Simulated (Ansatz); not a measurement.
# Te2Mo: the cost of one run

Program: Ansatz 0.2.0. Level of theory: DFT PBE, scalar-relativistic, plane waves, PAW. These are calculated values, not measurements.

### Step 1. Starting point

The structure is monoclinic, space group Pm (No. 6). The conventional cell has a = 6.346 Å, b = 3.494 Å, c = 14.866 Å, α = 90.00°, β = 92.12°, γ = 90.00°. Te (site symmetry m) has 3 Mo at 2.82 to 2.84 Å as nearest neighbours. Te (site symmetry m) is surrounded by 3 Mo at 2.70 to 2.71 Å. Only part of the 12 independent sites is listed.

As a file:

```cif
data_structure
_symmetry_space_group_name_H-M 'Pm'
_symmetry_Int_Tables_number 6
_cell_length_a 6.3464
_cell_length_b 3.4942
_cell_length_c 14.8663
_cell_angle_alpha 90.000
_cell_angle_beta 92.116
_cell_angle_gamma 90.000
_cell_volume 329.45
loop_
_atom_site_label
_atom_site_type_symbol
_atom_site_symmetry_multiplicity
_atom_site_Wyckoff_symbol
_atom_site_fract_x
_atom_site_fract_y
_atom_site_fract_z
_atom_site_occupancy
Te1 Te 1 a 0.41935 0.00000 0.90115 1
Te2 Te 1 b 0.58109 0.50000 0.09855 1
Te3 Te 1 b 0.90945 0.50000 0.86175 1
Te4 Te 1 a 0.09105 0.00000 0.13792 1
Te5 Te 1 b 0.43254 0.50000 0.63827 1
Te6 Te 1 a 0.56720 0.00000 0.36206 1
Te7 Te 1 a 0.93626 0.00000 0.59892 1
Te8 Te 1 b 0.06309 0.50000 0.40139 1
Mo1 Mo 1 a 0.81900 0.00000 0.99309 1
Mo2 Mo 1 b 0.18149 0.50000 0.00653 1
Mo3 Mo 1 b 0.67978 0.50000 0.49352 1
Mo4 Mo 1 a 0.31969 0.00000 0.50683 1
```

The structure comes from the Materials Project (structure only).

### Step 2. Self-consistent density

Input file input.yaml:

```yaml
crystal:
  lattice:
    - [6.3464495577, 0.0, 0.0]
    - [0.0, 3.49421554, 0.0]
    - [-0.5490254083, 0.0, 14.8561586148]
  atoms:
    - { symbol: Te, position: [0.41934698, 0.0, 0.90115399] }
    - { symbol: Te, position: [0.58109276, 0.5, 0.09854983] }
    - { symbol: Te, position: [0.90945389, 0.5, 0.86175202] }
    - { symbol: Te, position: [0.09104745, 0.0, 0.13792275] }
    - { symbol: Te, position: [0.43253951, 0.5, 0.63827401] }
    - { symbol: Te, position: [0.56720469, 0.0, 0.36206281] }
    - { symbol: Te, position: [0.93626097, 0.0, 0.59892358] }
    - { symbol: Te, position: [0.06308657, 0.5, 0.40139181] }
    - { symbol: Mo, position: [0.81900395, 0.0, 0.99308972] }
    - { symbol: Mo, position: [0.1814915, 0.5, 0.00653163] }
    - { symbol: Mo, position: [0.6797845, 0.5, 0.49352002] }
    - { symbol: Mo, position: [0.31968622, 0.0, 0.50682682] }
basis:
  ecutwfc: 500
  fft_grid_basis: typed
kpoints:
  mp_grid: { grid: [4, 8, 2] }
hamiltonian:
  xc: pbe
  pseudopotentials: { kind: paw }
scf:
  occupations: { method: gaussian, width: 0.05 }
output:
  forces: true
  stress: true
  eigenvalues: true
  bader: true
  write_density: true
  volumetric_format: npy
  elf: true
```

Run with:

```bash
$ ansatz run input.yaml --threads 2 --pin off --max-ram 4096MiB --backend cpu --events-out ev --progress --plain --runs-dir out
```

**Question.** How long does this run take on 2 threads of Arm Neoverse N1, shared host, and how much memory does it need?

About 4.1 min, with a peak of 1.4 GiB.
